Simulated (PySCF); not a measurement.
One formula, C4H9N, several structures.

PySCF, CAM-B3LYP/def2-SVPD, density fitting, gas phase; each molecule at its own PBE0-D3(BJ)/def2-SVP geometry, one conformer. Singlet excitations by full TDDFT with frozen cores, triplets by Tamm–Dancoff TDDFT and ionisation energies by ΔSCF, from the lowest of the holes tried. 

Torsions of the conformers computed, which needn't be the lowest (atom-mapped SMILES):
- `[CH3:1]/[CH:2]=[N:3]/[CH2:4][CH3:5]`: C2–N3–C4–C5 120°
- `[CH3:1][NH:2][CH:3]1[CH2:4][CH2:5]1`: C1–N2–C3–C4 -87°
- `[NH2:1][CH2:2][CH:3]1[CH2:4][CH2:5]1`: N1–C2–C3–C4 157°, H–N1–C2–C3 -62°, H–N1–C2–C3 180°
- `[CH2:1]=[CH:2][N:3]([CH3:4])[CH3:5]`: C1–C2–N3–C4 156°
- `[CH3:1][CH2:2]/[CH:3]=[N:4]\[CH3:5]`: C1–C2–C3–N4 -127°

Reference: `C/C=N/CC`, with HOMO energy -8.61 eV, LUMO energy 1.14 eV, lowest singlet excitation 5.22 eV, lowest triplet excitation 4.43 eV, mean polarisability 61.1 au, dipole moment 1.51 D and vertical ionisation energy 9.39 eV.

Changes against it:

```json
{"molecule": "NCC1CC1", "Δ electronic energy (kcal/mol)": "+9.4", "Δ HOMO energy (eV)": "+0.27", "Δ LUMO energy (eV)": "+0.36", "Δ lowest singlet excitation (eV)": "+1.16", "Δ lowest triplet excitation (eV)": "+1.65", "Δ mean polarisability (au)": "-4.7", "Δ dipole moment (D)": "-0.33", "Δ vertical ionisation energy (eV)": "+0.02"}
{"molecule": "C=CN(C)C", "Δ electronic energy (kcal/mol)": "+9.8", "Δ HOMO energy (eV)": "+1.73", "Δ LUMO energy (eV)": "+0.14", "Δ lowest singlet excitation (eV)": "+0.15", "Δ lowest triplet excitation (eV)": "-0.48", "Δ mean polarisability (au)": "+1.6", "Δ dipole moment (D)": "+0.12", "Δ vertical ionisation energy (eV)": "-1.75"}
{"molecule": "CC/C=N\\C", "Δ electronic energy (kcal/mol)": "+6.1", "Δ HOMO energy (eV)": "+0.34", "Δ LUMO energy (eV)": "-0.07", "Δ lowest singlet excitation (eV)": "-0.26", "Δ lowest triplet excitation (eV)": "-0.24", "Δ mean polarisability (au)": "-1.6", "Δ dipole moment (D)": "+0.59", "Δ vertical ionisation energy (eV)": "-0.29"}
```

Rows whose labels were lost:

```json
{"row": "P", "Δ electronic energy (kcal/mol)": "-5.7", "Δ HOMO energy (eV)": "+0.58", "Δ LUMO energy (eV)": "+0.17", "Δ lowest singlet excitation (eV)": "+0.91", "Δ lowest triplet excitation (eV)": "+1.48", "Δ mean polarisability (au)": "-6.2", "Δ dipole moment (D)": "-0.17", "Δ vertical ionisation energy (eV)": "-0.46"}
{"row": "Q", "Δ electronic energy (kcal/mol)": "+14.3", "Δ HOMO energy (eV)": "+0.72", "Δ LUMO energy (eV)": "+0.42", "Δ lowest singlet excitation (eV)": "+1.00", "Δ lowest triplet excitation (eV)": "+1.55", "Δ mean polarisability (au)": "-4.1", "Δ dipole moment (D)": "-0.57", "Δ vertical ionisation energy (eV)": "-0.62"}
```

Q: Which row belongs to which of `C1CCNC1` and `CNC1CC1`?

A: P = `C1CCNC1` and Q = `CNC1CC1`. P and Q are told apart most clearly by the electronic energy (-5.7 against +14.3 kcal/mol).
